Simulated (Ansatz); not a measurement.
## TiO2 under changes of volume

One of the cells (18.074 Å³/atom); the others are scaled copies at fixed shape and fractional positions:

```
Ti O
1.0
     1.49733    0.86448    6.98154
    -1.49733    0.86448    6.98154
     0.00000   -1.72897    6.98154
Ti O
1 2
Direct
  0.00000 0.00000 0.00000
  0.37953 0.37953 0.37953
  0.62047 0.62047 0.62047
```

Measurements of this composition are mostly on another form, of space group No. 141.

* Program: Ansatz 0.2.0
* Functional: LDA
* Potentials or basis: all-electron LAPW, scalar-relativistic
* Cutoff: 364 eV (chosen from the basis error)
* Basis error allowed: 0.002 eV/atom
* k mesh: 10 × 10 × 10
* Occupations: fermi-dirac, width 0.05 eV
* Spin: no spin polarisation

```tsv
volume (Å³/atom)	energy over the lowest point (meV/atom)	pressure (GPa)	gap on the mesh (eV)	largest force (eV/Å)
16.990	0.00	0.6	2.81	0.098
17.351	2.14	-2.4	2.75	0.233
17.713	10.65	-5.1	2.68	0.538
18.074	24.85	-7.5	2.62	0.819
18.436	?	?	?	?
18.797	68.01	-11.5	2.50	1.317
19.159	95.94	-13.2	2.44	1.537
```

What does the run at 18.436 Å³/atom give?

Energy over the lowest point 44.15 meV/atom; pressure -9.6 GPa; gap on the mesh 2.56 eV; largest force 1.078 eV/Å.

Worked out: A Birch-Murnaghan fit of order 3 (a polynomial in V^(-2/3)) to the other rows has its minimum at 17.06 Å³/atom with B0 = V·E''(V) = 146 GPa and B' = 4.4 at fixed shape and positions, which overstates the stiffness. It gives 44.19 meV/atom at 18.436 Å³/atom, against the run's 44.15, and -dE/dV = -9.6 GPa, against -9.6. A straight line through the other rows of the gap, of slope -3.09 eV per unit of ln V, gives 2.56 eV, against the run's 2.56.

Energies are extrapolated to zero smearing.

Caveats: forces of over 1 eV/Å show positions far from the minimum, so gaps and moduli don't describe the material at rest (some runs).

A mesh can miss the band edges.
